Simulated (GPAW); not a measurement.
Write an ASE script for GPAW 26.7.0 that does the following.

```
Task                      : band structure
Functional                : PBEsol
Potentials or basis       : PAW data sets generated in the run's folder for this functional
Cutoff                    : 800 eV
Basis                     : pw
k mesh                    : 7 × 7 × 7
Occupations               : fermi-dirac, width 0.05 eV
Spin                      : spin-orbit coupling, no magnetisation
Maxiter                   : 150
Band path                 : GXWKGLUWLK,UX
Band points               : 100
spin axis theta (degrees) : 0
spin axis phi (degrees)   : 0
Soc after scf             : second variation
```

The structure of CdO (Monteponite) lies in CdO.xyz:

```xyz
2
Lattice="0.0000000000 2.3495000000 2.3495000000 2.3495000000 0.0000000000 2.3495000000 2.3495000000 2.3495000000 0.0000000000" Properties=species:S:1:pos:R:3 pbc="T T T"
Cd     0.0000000000      0.0000000000      0.0000000000
O      2.3495000000      2.3495000000      2.3495000000
```

These files were run (other wordings do the same):

run.py

```python
import numpy as np
from ase.dft.bandgap import bandgap
from ase.io import read, write
from ase.units import GPa
from gpaw import GPAW, PW, setup_paths
from gpaw.spinorbit import soc_eigenstates

setup_paths.insert(0, '.')

atoms = read('CdO.xyz')

calc = GPAW(mode=PW(800),
            xc='PBEsol',
            kpts={'size': (7, 7, 7), 'gamma': True},
            occupations={'name': 'fermi-dirac', 'width': 0.05},
            nbands=18,
            convergence={'density': 1e-05, 'energy': 1e-05},
            maxiter=150,
            txt='gpaw.txt')
atoms.calc = calc
energy = atoms.get_potential_energy()
forces = atoms.get_forces()
stress = atoms.get_stress()
calc.write('gs.gpw')
write('result.traj', atoms)
print(f'Energy: {energy:.6f} eV')
print('Forces (eV/A):')
print(forces.round(4))
print('Stress (GPa):', (stress / GPa).round(3))
print('Fermi level:', round(calc.get_fermi_level(), 4), 'eV')
print(f'Gap: {bandgap(calc)[0]:.4f} eV, direct: {bandgap(calc, direct=True)[0]:.4f} eV')

path = atoms.cell.bandpath('GXWKGLUWLK,UX', npoints=100, eps=1e-4)
bs_calc = calc.fixed_density(kpts=path, symmetry='off', nbands=27,
                             convergence={'bands': 'CBM+6.0', 'eigenstates': 1e-6}, txt='bands.txt')
bs = bs_calc.band_structure()
bs.write('bs.json')
print(f'Gap on the path: {bandgap(bs_calc)[0]:.4f} eV')

soc = soc_eigenstates(bs_calc, theta=0, phi=0)
np.savetxt('soc_bands.dat', soc.eigenvalues(), fmt='%.4f')
mesh = soc_eigenstates('gs.gpw', theta=0, phi=0)
np.savetxt('soc_mesh.dat', mesh.eigenvalues(), fmt='%.4f')
print('Fermi level with spin-orbit coupling:', round(mesh.fermi_level, 4), 'eV')
```

Potentials or basis: PAW data sets generated in the run's folder for this functional, pw.

Command:

```console
$ gpaw-setup -f PBEsol Cd O
$ OMP_NUM_THREADS=1 python run.py
```

Results of the run:

The pressure is -1.2 GPa and the band gap along the path is none (metal or under the smearing width).

Caveat: spin-orbit coupling was added after a scalar SCF, so levels and gaps hold it while energy, forces, pressure and moments don't; this program's spin-orbit splittings come out too wide for heavy elements; this crystal is a semiconductor, whose small gap the functional closes, so the metal is an error of the method.

It took 51 s on 1 thread of Arm Neoverse V1, with other jobs on the host, peak memory 0.29 GiB.
